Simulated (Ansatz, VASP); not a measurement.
# Two plane-wave programs on MgSi

INCAR

```
SYSTEM = MgSi
PREC = Accurate
ENCUT = 520
EDIFF = 1E-7
ISMEAR = -1
SIGMA = 0.05
LREAL = .False.
LASPH = .True.
NELM = 100
ALGO = Normal
ISIF = 2
LWAVE = .False.
LCHARG = .False.
GGA = PS
NBANDS = 14
```

KPOINTS

```
regular mesh
0
Gamma
  9 9 6
  0 0 0
```

File POSCAR:

```
MgSi
1.0
    1.4718398834     -5.3152498993      0.0000000000
    1.4718398834      5.3152498993      0.0000000000
    0.0000000000      0.0000000000      4.2515780782
Si Mg
2 2
Direct
    0.5706380000      0.4293620000      0.7500000000
    0.4293620000      0.5706380000      0.2500000000
    0.1683810000      0.8316190000      0.2500000000
    0.8316190000      0.1683810000      0.7500000000
```

The input input.yaml:

```yaml
crystal:
  lattice:
    - [1.4718398834, -5.3152498993, 0.0]
    - [1.4718398834, 5.3152498993, 0.0]
    - [0.0, 0.0, 4.2515780782]
  atoms:
    - { symbol: Si, position: [0.570638, 0.429362, 0.75] }
    - { symbol: Si, position: [0.429362, 0.570638, 0.25] }
    - { symbol: Mg, position: [0.168381, 0.831619, 0.25] }
    - { symbol: Mg, position: [0.831619, 0.168381, 0.75] }
hamiltonian:
  xc: pbesol
  pseudopotentials: { kind: paw }
kpoints:
  mp_grid: { grid: [9, 9, 6] }
scf:
  occupations: { method: fermi_dirac, width: 0.05 }
output:
  forces: true
  stress: true
  eigenvalues: true
```

Change from the starting cell: volume scaled by 0.94.

Alike in both runs: task single point; functional PBEsol; k mesh 9 × 9 × 6; occupations fermi-dirac, width 0.05 eV; no spin polarisation.

```csv
,VASP,Ansatz
version,VASP 6.6.1,Ansatz 0.2.0
potentials or method,"VASP PAW PBE potentials, release 64 (Si, Mg)",Ansatz PAW
plane-wave cutoff (eV),520,420
valence electrons in the cell,12,28
```

|  | VASP | Ansatz | Ansatz less VASP |
| --- | --- | --- | --- |
| gap on the k mesh at the Fermi level (eV) | none | none | - |
| pressure (GPa) | 2.7 | 2.7 | 0.00 |
| largest component of the traceless stress (GPa) | 1.46 | 1.46 | +0.001 |
| rms of the force components (eV/Å) | 0.083 | 0.083 | +0.0002 |

Atom by atom the forces differ by 0.002 eV/Å (rms over components). A gap of «none» marks a metal or a gap that the smearing closes. The two sets of potentials don't hold the same shells in valence.

Caveats: the PAW data sets were made with another functional, which shifts forces and pressure a little (VASP); the PAW data sets come from PBE, with cores solved anew for the run's functional, which leaves a small shift of forces and pressure (Ansatz).
